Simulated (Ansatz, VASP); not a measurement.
# C: VASP beside Ansatz

```
C
1.0
     0.00000    1.70583    1.70583
     1.70583    0.00000    1.70583
     1.70583    1.70583    0.00000
C
2
Direct
  0.50000 0.50000 0.50000
  0.75000 0.75000 0.75000
```

Change from the starting cell: strain -0.040 along x and y, -0.040 along z, atoms carried along.

Alike in both runs: task single point; functional PBEsol; k mesh 12 × 12 × 12; occupations gaussian, width 0.05 eV; no spin polarisation.

```csv
,VASP,Ansatz
version,VASP 6.6.1,Ansatz 0.2.0
potentials or method,"VASP PAW PBE potentials, release 64 (C)","scalar-relativistic, plane waves, PAW"
plane-wave cutoff (eV),520,420
valence electrons in the cell,8,8
```

Ansatz gave:

| Property | Result |
| --- | --- |
| gap on the k mesh at the Fermi level (eV) | 4.37 |
| least direct gap on the mesh (eV) | 5.91 |
| pressure (GPa) | 68.8 |

Q: What did VASP give for the same quantities?

A: gap on the k mesh at the Fermi level (eV): 4.36; least direct gap on the mesh (eV): 5.91; pressure (GPa): 70.6.

Caveats: the cell as given lies far from equilibrium; so large a pressure means that the cell lies far from this level's equilibrium, or that cutoff or potentials fall short (VASP); the potentials were made for another functional, which shifts forces and pressure (VASP).
